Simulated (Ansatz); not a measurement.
KBr in Ansatz: the effect of functional

The system is KBr.

```
Br K
1.0
     0.00000    3.30000    3.30000
     3.30000    0.00000    3.30000
     3.30000    3.30000    0.00000
Br K
1 1
Direct
  0.50000 0.50000 0.50000
  0.00000 0.00000 0.00000
```

Alike in all runs:

```yaml
Program: Ansatz 0.2.0
Task: single point
Potentials_or_basis: all-electron PAW datasets made for the crystal
k_mesh: 6 × 6 × 6
Occupations: fermi-dirac, width 0.05 eV
Spin: no spin polarisation
```

```csv
functional,cutoff,gap on the mesh (eV),pressure (GPa)
PBEsol,200 eV (chosen from the basis error),?,?
HSE06,220 eV (chosen from the basis error),5.60,0.5
PBE0,220 eV (chosen from the basis error),6.32,0.4
```

Task: What does the run with functional PBEsol give?

Result: gap on the mesh 4.28 eV; pressure -0.3 GPa.

